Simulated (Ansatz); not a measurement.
TePb:

```
CELL_PARAMETERS angstrom
4.00229 0.00000 0.00000
0.00000 4.00229 0.00000
0.00000 0.00000 4.00229
ATOMIC_POSITIONS crystal
Pb 0.00000 0.00000 0.00000
Te 0.50000 0.50000 0.50000
```

Measurements of this composition are mostly on another form, of space group No. 225.

```yaml
Program: Ansatz 0.2.0
Task: single point
Functional: PBE
Potentials_or_basis: Ansatz PAW
Cutoff: "420 eV (not typed: the program's choice for these potentials)"
k_mesh: 7 × 7 × 7
Occupations: fermi-dirac, width 0.05 eV
Spin: no spin polarisation
```

On this cell: pressure 0.0 GPa; largest force zero by symmetry; band gap on the k mesh none (metal or under the smearing width).

The same run follows on a disturbed copy (atoms moved at random, drawn with an rms of 0.05 Å):

```
Pb Te
1.0
     4.00229    0.00000    0.00000
     0.00000    4.00229    0.00000
     0.00000    0.00000    4.00229
Pb Te
1 1
Direct
  0.99039 0.00759 0.98972
  0.48334 0.49709 0.49934
```

What does the disturbed cell give?

The energy (extrapolated to zero smearing) moves by -0.7 meV/atom; pressure 0.0 GPa; largest force 0.037 eV/Å; band gap on the k mesh none (metal or under the smearing width).

Forces in eV/Å, atoms in the order of the input:
```
Pb   0.017  0.025 -0.023
Te  -0.017 -0.025  0.023
```
